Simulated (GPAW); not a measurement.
# Cr (P6_3/mmc) in GPAW: further runs

Runs on Cr. Level: PBEsol. Tasks: relaxation of cell and atoms.

Everything below comes from runs of GPAW 26.7.0. Logs are shortened: lines on timing, memory, paths and dates and some standing lists are left out, and cuts for length are marked. The log counts tension as positive stress, the text compression.

## (1) The crystal as given

It takes space group P6_3/mmc (No. 194, hexagonal). Conventional cell: a = 2.714 Å, b = 2.714 Å, c = 4.410 Å, α = 90.00°, β = 90.00°, γ = 120.00°. Cr (site symmetry -6m2) is surrounded by 12 Cr at 2.71 Å.

This isn't the form of Cr at room conditions, which is bcc.

## (2) Relaxation of cell and atoms, PBEsol, collinear spin, ferromagnetic start, target pressure 5 GPa, at which the enthalpy is minimised

Contents of run.py:

```python
from ase import Atoms
from ase.filters import FrechetCellFilter
from ase.io import write
from ase.optimize import BFGS
from ase.units import GPa
from gpaw import GPAW, PW, setup_paths

setup_paths.insert(0, '.')

atoms = Atoms(['Cr', 'Cr'],
              cell=[[2.714, 0.0, 0.0],
                    [-1.357, 2.3503929459, 0.0],
                    [0.0, 0.0, 4.41]],
              scaled_positions=[[0.6666666667, 0.3333333333, 0.75],
                                [0.3333333333, 0.6666666667, 0.25]],
              pbc=True)
atoms.set_initial_magnetic_moments([3.0, 3.0])

calc = GPAW(mode=PW(600),
            xc='PBEsol',
            kpts={'size': (8, 8, 5), 'gamma': True},
            occupations={'name': 'fermi-dirac', 'width': 0.05},
            nbands=17,
            convergence={'density': 1e-05, 'forces': 0.0001},
            maxiter=150,
            txt='gpaw.txt')
atoms.calc = calc
opt = BFGS(FrechetCellFilter(atoms, scalar_pressure=5 * GPa), trajectory='relax.traj', logfile='-')
done = opt.run(fmax=0.02, steps=60)
calc.write('gs.gpw')
write('result.traj', atoms)
print('Converged:', done)
print('Cell:', atoms.cell.cellpar().round(4))
print('Volume:', round(atoms.get_volume(), 4))
print(atoms.get_scaled_positions().round(5))
```

Potentials or basis: PAW data sets generated in the run's folder for this functional, pw.

Launch:

```
> gpaw-setup -f PBEsol Cr
> OMP_NUM_THREADS=1 python run.py
```

gpaw.txt:

```text
__  _  _
 | _ |_)|_||  |
 |__||  | ||/\| - 26.7.0

Input parameters:
  mode=PW(ecut=600.0),
  convergence={'density': 1e-05, 'forces': 0.0001},
  kpts=MonkhorstPack(size=(8, 8, 5), gamma=True),
  maxiter=150,
  nbands=17,
  occupations=Occupations(name='fermi-dirac', width=0.05),
  xc=XC(name='PBEsol')

Diagonalizing LCAO Hamiltonian
Converting LCAO to pw mode

          Cr

        Cr

Atoms  # Å, Bohr magnetons
|   | symbol |         x |        y |        z |    initial magnetic moments |
|---|--------|-----------|----------|----------|-----------------------------|
| 0 |     Cr |  1.357000 | 0.783464 | 3.307500 | ( 0.0000,  0.0000,  3.0000) |
| 1 |     Cr | -0.000000 | 1.566929 | 1.102500 | ( 0.0000,  0.0000,  3.0000) |

Unit cell  # Å
| periodic |         x |        y |        z |  lengths |     angles |
|----------|-----------|----------|----------|----------|------------|
|      yes |  2.714000 | 0.000000 | 0.000000 | 2.714000 |  90.000000 |
|      yes | -1.357000 | 2.350393 | 0.000000 | 2.714000 |  90.000000 |
|      yes |  0.000000 | 0.000000 | 4.410000 | 4.410000 | 120.000000 |

Number of symmetries: 12
Symmetry operations  # r_c * U_cc + t_c -> r_c
|    | kind |            matrix            |
|----|------|------------------------------|
|  0 |  σ   |  1, 1, 0,  0,-1, 0,  0, 0, 1 |
|  1 |  S6  |  1, 1, 0, -1, 0, 0,  0, 0,-1 |
|  2 |  E   |  1, 0, 0,  0, 1, 0,  0, 0, 1 |
|  3 |  C2  |  1, 0, 0, -1,-1, 0,  0, 0,-1 |
|  4 |  C2  |  0, 1, 0,  1, 0, 0,  0, 0,-1 |
|  5 |  C3  |  0, 1, 0, -1,-1, 0,  0, 0, 1 |
|  6 |  S6  |  0,-1, 0,  1, 1, 0,  0, 0,-1 |
|  7 |  σ   |  0,-1, 0, -1, 0, 0,  0, 0, 1 |
|  8 |  σ   | -1, 0, 0,  1, 1, 0,  0, 0, 1 |
|  9 |  i   | -1, 0, 0,  0,-1, 0,  0, 0,-1 |
| 10 |  C3  | -1,-1, 0,  1, 0, 0,  0, 0, 1 |
| 11 |  C2  | -1,-1, 0,  0, 1, 0,  0, 0,-1 |
[... 162 lines left out ...]
|          2 |         7.666 |     1.000 |         8.418 |     0.281 |
|          3 |         7.666 |     1.000 |         8.483 |     0.096 |
|          4 |         7.717 |     1.000 |         8.483 |     0.096 |
|          5 |         8.027 |     0.999 |         8.863 |     0.000 |
|          6 |         8.027 |     0.999 |         8.863 |     0.000 |
|          7 |         8.465 |     0.131 |         9.129 |     0.000 |
|          8 |         8.465 |     0.131 |         9.356 |     0.000 |
|          9 |         8.811 |     0.000 |         9.356 |     0.000 |
|         10 |         9.688 |     0.000 |        10.613 |     0.000 |
|         11 |         9.688 |     0.000 |        10.613 |     0.000 |
|        ... |               |           |               |           |
|         16 |        20.229 |     0.000 |        20.829 |     0.000 |

No gap
No difference between direct/indirect transitions

Stress tensor  # eV/Ang^3
|         x |         y |        z |
|-----------|-----------|----------|
|  0.202680 | -0.000000 | 0.000000 |
| -0.000000 |  0.202680 | 0.000000 |
|  0.000000 |  0.000000 | 0.185752 |

Forces  # eV/Ang
|        x |        y |        z |
|----------|----------|----------|
| -0.00000 | -0.00000 | -0.00000 |  # Cr   0
|  0.00000 | -0.00000 |  0.00000 |  # Cr   1

Interpolating wave functions to new cell
[... 5 lines left out ...]
Atoms  # Å, Bohr magnetons
|   | symbol |         x |        y |        z |    initial magnetic moments |
|---|--------|-----------|----------|----------|-----------------------------|
| 0 |     Cr |  1.325484 | 0.765269 | 3.236184 | ( 0.0000,  0.0000,  0.8590) |
| 1 |     Cr | -0.000000 | 1.530538 | 1.078728 | ( 0.0000,  0.0000,  0.8590) |

Unit cell  # Å
| periodic |         x |        y |        z |  lengths |     angles |
|----------|-----------|----------|----------|----------|------------|
|      yes |  2.650969 | 0.000000 | 0.000000 | 2.650969 |  90.000000 |
|      yes | -1.325484 | 2.295806 | 0.000000 | 2.650969 |  90.000000 |
|      yes |  0.000000 | 0.000000 | 4.314913 | 4.314913 | 120.000000 |

Number of symmetries: 12
Symmetry operations  # r_c * U_cc + t_c -> r_c
|    | kind |            matrix            |
[... 52 lines left out ...]
|      yes |  2.492079 | 0.000000 | 0.000000 | 2.492079 |  90.000000 |
|      yes | -1.246039 | 2.158204 | 0.000000 | 2.492079 |  90.000000 |
|      yes |  0.000000 | 0.000000 | 4.165260 | 4.165260 | 120.000000 |

Number of symmetries: 12
Symmetry operations  # r_c * U_cc + t_c -> r_c
|    | kind |            matrix            |
|----|------|------------------------------|
|  0 |  σ   |  1, 1, 0,  0,-1, 0,  0, 0, 1 |
|  1 |  S6  |  1, 1, 0, -1, 0, 0,  0, 0,-1 |
|  2 |  E   |  1, 0, 0,  0, 1, 0,  0, 0, 1 |
|  3 |  C2  |  1, 0, 0, -1,-1, 0,  0, 0,-1 |
|  4 |  C2  |  0, 1, 0,  1, 0, 0,  0, 0,-1 |
|  5 |  C3  |  0, 1, 0, -1,-1, 0,  0, 0, 1 |
|  6 |  S6  |  0,-1, 0,  1, 1, 0,  0, 0,-1 |
|  7 |  σ   |  0,-1, 0, -1, 0, 0,  0, 0, 1 |
|  8 |  σ   | -1, 0, 0,  1, 1, 0,  0, 0, 1 |
|  9 |  i   | -1, 0, 0,  0,-1, 0,  0, 0,-1 |
| 10 |  C3  | -1,-1, 0,  1, 0, 0,  0, 0, 1 |
| 11 |  C2  | -1,-1, 0,  0, 1, 0,  0, 0,-1 |
[... 173 lines left out ...]
Stress tensor  # eV/Ang^3
|         x |         y |         z |
|-----------|-----------|-----------|
| -0.003319 |  0.000000 |  0.000000 |
|  0.000000 | -0.003319 |  0.000000 |
| -0.000000 |  0.000000 | -0.084339 |

Forces  # eV/Ang
|        x |       y |        z |
|----------|---------|----------|
| -0.00000 | 0.00000 |  0.00002 |  # Cr   0
|  0.00000 | 0.00000 | -0.00002 |  # Cr   1

Interpolating wave functions to new cell

          Cr

        Cr

Atoms  # Å, Bohr magnetons
|   | symbol |         x |        y |        z |    initial magnetic moments |
|---|--------|-----------|----------|----------|-----------------------------|
| 0 |     Cr |  1.233069 | 0.711913 | 3.144430 | ( 0.0000,  0.0000,  0.0000) |
| 1 |     Cr | -0.000000 | 1.423825 | 1.048143 | ( 0.0000,  0.0000,  0.0000) |
[... 197 lines left out ...]
Stress tensor  # eV/Ang^3
|         x |         y |         z |
|-----------|-----------|-----------|
| -0.031777 | -0.000000 |  0.000000 |
|  0.000000 | -0.031777 |  0.000000 |
|  0.000000 |  0.000000 | -0.103423 |

Forces  # eV/Ang
|        x |       y |        z |
|----------|---------|----------|
|  0.00000 | 0.00000 | -0.00001 |  # Cr   0
| -0.00000 | 0.00000 |  0.00001 |  # Cr   1

Interpolating wave functions to new cell

          Cr

        Cr

Atoms  # Å, Bohr magnetons
|   | symbol |         x |        y |        z |    initial magnetic moments |
|---|--------|-----------|----------|----------|-----------------------------|
| 0 |     Cr |  1.216132 | 0.702134 | 3.203054 | ( 0.0000,  0.0000,  0.0000) |
| 1 |     Cr | -0.000000 | 1.404268 | 1.067683 | ( 0.0000,  0.0000,  0.0000) |
[... 134 lines left out ...]
SCF iterations
|iter     | |      energy | eigst |  dens |force |  magmom |
|---------|-|-------------|-------|-------|------|---------|
|iter:   1| |  -19.342188 | -0.28 |       |      |  +0.0000|
|iter:   2| |  -19.338358 | -3.22 | -1.56 |      |  +0.0000|
|iter:   3| |  -19.316079 | -2.53 | -1.60 |      |  +0.0000|
|iter:   4| |  -19.315581 | -3.79 | -2.32 |      |  +0.0000|
|iter:   5| |  -19.315604c| -4.75 | -2.77 |      |  +0.0000|
|iter:   6| |  -19.315613c| -5.65 | -3.21 |      |  +0.0000|
|iter:   7| |  -19.315611c| -6.82 | -4.22 |      |  +0.0000|
|iter:   8| |  -19.315611c| -7.42c| -4.47 |      |  +0.0000|
|iter:   9| |  -19.315611c| -7.71c| -5.37c|      |  +0.0000|
|iter:  10| |  -19.315611c| -8.31c| -5.79c|-3.85 |  +0.0000|
|iter:  11| |  -19.315611c| -8.83c| -6.20c|-5.01c|  +0.0000|

Converged in 11 steps
Energy contributions relative to reference atoms: (reference = -57106.248222)

Energy contributions:
  Kinetic:         -17.432837
  Coulomb:           8.306248
  Zero:              0.448977
  External:          0.000000
  Xc:              -10.624224
  Entropy:          -0.027550
  Spinorbit:         0.000000
  ----------------------------
  Free energy:     -19.329385
  Extrapolated:    -19.315611
[... 36 lines left out ...]
Stress tensor  # eV/Ang^3
|         x |         y |         z |
|-----------|-----------|-----------|
| -0.063602 |  0.000000 |  0.000000 |
|  0.000000 | -0.063602 | -0.000000 |
|  0.000000 | -0.000000 | -0.093993 |

Forces  # eV/Ang
|        x |       y |        z |
|----------|---------|----------|
| -0.00000 | 0.00000 | -0.00004 |  # Cr   0
| -0.00000 | 0.00000 |  0.00004 |  # Cr   1

Interpolating wave functions to new cell

          Cr

        Cr

Atoms  # Å, Bohr magnetons
|   | symbol |         x |        y |        z |    initial magnetic moments |
|---|--------|-----------|----------|----------|-----------------------------|
| 0 |     Cr |  1.213603 | 0.700674 | 3.244944 | ( 0.0000,  0.0000,  0.0000) |
| 1 |     Cr | -0.000000 | 1.401348 | 1.081647 | ( 0.0000,  0.0000,  0.0000) |
[... 428 lines left out ...]
Forces  # eV/Ang
|        x |        y |        z |
|----------|----------|----------|
|  0.00000 |  0.00000 |  0.00000 |  # Cr   0
| -0.00000 | -0.00000 | -0.00000 |  # Cr   1

# Writing to gs.gpw (mode='')
```

Run time: 2.8 min. Hardware: 1 thread of Arm Neoverse V2, shared host; peak memory 0.29 GiB.

Results:

| Item | Value |
| --- | --- |
| Free energy | -19.3643 eV |
| Relaxed volume | 11.22 Å³/atom |
| Relaxed cell | a = 2.439 Å, b = 2.439 Å, c = 4.356 Å, α = 90.00°, β = 90.00°, γ = 120.00° |
| Space group after relaxing (to 0.05 Å) | P6_3/mmc (No. 194) |
| Energy change on relaxing (the enthalpy is what falls) | -355.0 meV/atom |
| Ionic steps | 9 |
| Pressure after relaxing | 4.9 GPa |
| Band gap on the k mesh | none (metal or under the smearing width) |
| Net moment | 0.00 μB per cell |

Stress tensor (GPa, compression positive):
```
4.83 0.00 0.00
0.00 4.83 0.00
0.00 0.00 4.98
```

Step by step:
| step | energy change (eV) | largest force (eV/Å) | pressure (GPa) | volume (Å³) |
| --- | --- | --- | --- | --- |
| 1 | 0.0000 | 0.0000 | -31.57 | 28.13 |
| 2 | -0.3246 | 0.0000 | -25.75 | 26.26 |
| 3 | -0.3472 | 0.0000 | 40.96 | 20.16 |
| 4 | -0.6520 | 0.0000 | 0.45 | 22.78 |
| 5 | -0.6541 | 0.0000 | 4.86 | 22.40 |
| 6 | -0.6603 | 0.0000 | 8.92 | 22.08 |
| 7 | -0.6753 | 0.0000 | 11.81 | 21.88 |
| 8 | -0.6930 | 0.0000 | 9.45 | 22.07 |
| 9 | -0.7101 | 0.0000 | 4.88 | 22.43 |

Final structure:
```cif
data_structure
_symmetry_space_group_name_H-M 'P 1'
_symmetry_Int_Tables_number 1
_cell_length_a 2.4385
_cell_length_b 2.4385
_cell_length_c 4.3565
_cell_angle_alpha 90.000
_cell_angle_beta 90.000
_cell_angle_gamma 120.000
_cell_volume 22.43
loop_
_atom_site_label
_atom_site_type_symbol
_atom_site_fract_x
_atom_site_fract_y
_atom_site_fract_z
_atom_site_occupancy
Cr1 Cr 0.66667 0.33333 0.75000 1
Cr2 Cr 0.33333 0.66667 0.25000 1
```

Levels at points of the mesh, in eV from the Fermi level:
Spin up:
```csv
k point,band 4,band 5,band 6,band 7,band 8,band 9
"(0.00, 0.00, 0.00)",-0.43,-0.43,-0.19,-0.07,-0.07,1.06
"(0.50, 0.50, 0.00)",-1.06,-0.59,-0.33,-0.26,2.41,3.01
```
Spin down:
| k point | band 2 | band 3 | band 4 | band 5 | band 6 | band 7 | band 8 | band 9 | band 10 | band 11 |
| --- | --- | --- | --- | --- | --- | --- | --- | --- | --- | --- |
| (0.00, 0.00, 0.00) | -4.26 | -1.33 | -0.43 | -0.43 | -0.19 | -0.07 | -0.07 | 1.06 | 1.06 | 2.28 |
| (0.50, 0.50, 0.00) | -3.70 | -3.66 | -1.06 | -0.59 | -0.33 | -0.26 | 2.41 | 3.01 | 3.15 | 4.39 |

Caveat: each step starts from the last one's moments, so a moment once lost doesn't come back; the starting moments collapsed, and a magnetic state may lie lower; later steps reuse the first step's grids; the volume moved by over 15 % at a fixed basis, so the end points are rough.

## (3) Relaxation of cell and atoms, PBEsol, collinear spin, ferromagnetic start, target pressure 10 GPa, at which the enthalpy is minimised

Edit run.py of step 2 so:

```diff
@@ -27,3 +27,3 @@
 atoms.calc = calc
-opt = BFGS(FrechetCellFilter(atoms, scalar_pressure=5 * GPa), trajectory='relax.traj', logfile='-')
+opt = BFGS(FrechetCellFilter(atoms, scalar_pressure=10 * GPa), trajectory='relax.traj', logfile='-')
 done = opt.run(fmax=0.02, steps=60)
```

Potentials or basis: PAW data sets generated in the run's folder for this functional, pw.

Launch:

```
> gpaw-setup -f PBEsol Cr
> OMP_NUM_THREADS=1 python run.py
```

Wall time 2.7 min (1 thread of Arm Neoverse V2, shared host); peak memory 0.29 GiB.

Results (log left out):

```
Free energy                                            : -19.3451 eV
Relaxed volume                                         : 11.02 Å³/atom
Relaxed cell                                           : a = 2.426 Å, b = 2.426 Å, c = 4.327 Å, α = 90.00°, β = 90.00°, γ = 120.00°
Space group after relaxing (to 0.05 Å)                 : P6_3/mmc (No. 194)
Energy change on relaxing (the enthalpy is what falls) : -345.7 meV/atom
Ionic steps                                            : 9
Pressure after relaxing                                : 9.8 GPa
Band gap on the k mesh                                 : none (metal or under the smearing width)
Net moment                                             : 0.00 μB per cell
```

Stress tensor (GPa, compression positive):
```
9.77 0.00 0.00
0.00 9.77 0.00
0.00 0.00 9.97
```

The path:
```tsv
step	energy change (eV)	largest force (eV/Å)	pressure (GPa)	volume (Å³)
1	0.0000	0.0000	-31.57	28.13
2	-0.3624	0.0000	-24.77	26.02
3	-0.2358	0.0000	49.40	19.77
4	-0.6449	0.0000	5.10	22.38
5	-0.6364	0.0000	9.81	22.02
6	-0.6334	0.0000	13.99	21.72
7	-0.6428	0.0000	16.90	21.53
8	-0.6655	0.0001	14.38	21.72
9	-0.6913	0.0000	9.84	22.05
```

Final structure:
```
Cr
1.0
     2.42568    0.00000    0.00000
    -1.21284    2.10070    0.00000
     0.00000    0.00000    4.32650
Cr
2
Direct
  0.66667 0.33333 0.75000
  0.33333 0.66667 0.25000
```

Levels at points of the mesh, in eV from the Fermi level:
Spin up:
```csv
k point,band 3,band 4,band 5,band 6,band 7,band 8,band 9,band 10
"(0.00, 0.00, 0.00)",-1.35,-0.45,-0.45,-0.15,-0.07,-0.07,1.08,1.08
"(0.50, 0.50, 0.00)",-3.72,-1.08,-0.59,-0.32,-0.28,2.48,3.08,3.22
```
Spin down:
```tsv
k point	band 3	band 4	band 5	band 6	band 7	band 8	band 9	band 10
(0.00, 0.00, 0.00)	-1.35	-0.45	-0.45	-0.15	-0.07	-0.07	1.08	1.08
(0.50, 0.50, 0.00)	-3.72	-1.08	-0.59	-0.32	-0.28	2.48	3.08	3.22
```

Caveat: each step starts from the last one's moments, so a moment once lost doesn't come back; the starting moments collapsed, and a magnetic state may lie lower; later steps reuse the first step's grids; the volume moved by over 15 % at a fixed basis, so the end points are rough.

## (4) Relaxation of cell and atoms, PBEsol, collinear spin, ferromagnetic start, target pressure 20 GPa, at which the enthalpy is minimised

Edit run.py of step 3 so:

```diff
@@ -27,3 +27,3 @@
 atoms.calc = calc
-opt = BFGS(FrechetCellFilter(atoms, scalar_pressure=10 * GPa), trajectory='relax.traj', logfile='-')
+opt = BFGS(FrechetCellFilter(atoms, scalar_pressure=20 * GPa), trajectory='relax.traj', logfile='-')
 done = opt.run(fmax=0.02, steps=60)
```

Launch:

```
> gpaw-setup -f PBEsol Cr
> OMP_NUM_THREADS=1 python run.py
```

It took 2.7 min on 1 thread of Arm Neoverse V2, shared host; peak memory 0.29 GiB.

Results (log left out):

```
Free energy                                            : -19.2779 eV
Relaxed volume                                         : 10.67 Å³/atom
Relaxed cell                                           : a = 2.403 Å, b = 2.403 Å, c = 4.270 Å, α = 90.00°, β = 90.00°, γ = 120.00°
Space group after relaxing (to 0.05 Å)                 : P6_3/mmc (No. 194)
Energy change on relaxing (the enthalpy is what falls) : -312.6 meV/atom
Ionic steps                                            : 9
Pressure after relaxing                                : 19.9 GPa
Band gap on the k mesh                                 : none (metal or under the smearing width)
Net moment                                             : 0.00 μB per cell
```

Stress tensor (GPa, compression positive):
```
19.75  0.00  0.00
 0.00 19.75  0.00
 0.00  0.00 20.23
```

Step by step:
```
step  energy change (eV)  largest force (eV/Å)  pressure (GPa)  volume (Å³)
   1              0.0000                0.0000          -31.57        28.13
   2             -0.4319                0.0000          -22.27        25.53
   3             -0.0897                0.0000           59.26        19.35
   4             -0.5971                0.0000           15.02        21.65
   5             -0.5713                0.0000           19.77        21.34
   6             -0.5526                0.0000           24.52        21.04
   7             -0.5530                0.0000           27.49        20.88
   8             -0.5875                0.0001           24.17        21.08
   9             -0.6252                0.0000           19.91        21.35
```

Final structure:
```cif
data_structure
_symmetry_space_group_name_H-M 'P 1'
_symmetry_Int_Tables_number 1
_cell_length_a 2.4027
_cell_length_b 2.4027
_cell_length_c 4.2701
_cell_angle_alpha 90.000
_cell_angle_beta 90.000
_cell_angle_gamma 120.000
_cell_volume 21.35
loop_
_atom_site_label
_atom_site_type_symbol
_atom_site_fract_x
_atom_site_fract_y
_atom_site_fract_z
_atom_site_occupancy
Cr1 Cr 0.66667 0.33333 0.75000 1
Cr2 Cr 0.33333 0.66667 0.25000 1
```

Levels at points of the mesh, in eV from the Fermi level:
Spin up:
| k point | band 2 | band 3 | band 4 | band 5 | band 6 | band 7 | band 8 | band 9 | band 10 | band 11 |
| --- | --- | --- | --- | --- | --- | --- | --- | --- | --- | --- |
| (0.00, 0.00, 0.00) | -4.44 | -1.38 | -0.48 | -0.48 | -0.08 | -0.08 | -0.06 | 1.11 | 1.11 | 2.45 |
| (0.50, 0.50, 0.00) | -3.96 | -3.84 | -1.11 | -0.58 | -0.32 | -0.31 | 2.61 | 3.21 | 3.36 | 4.70 |
Spin down:
```tsv
k point	band 2	band 3	band 4	band 5	band 6	band 7	band 8	band 9	band 10	band 11
(0.00, 0.00, 0.00)	-4.44	-1.38	-0.48	-0.48	-0.08	-0.08	-0.06	1.11	1.11	2.45
(0.50, 0.50, 0.00)	-3.96	-3.84	-1.11	-0.58	-0.32	-0.31	2.61	3.21	3.36	4.70
```

Caveat: each step starts from the last one's moments, so a moment once lost doesn't come back; the starting moments collapsed, and a magnetic state may lie lower; later steps reuse the first step's grids; the volume moved by over 15 % at a fixed basis, so the end points are rough.
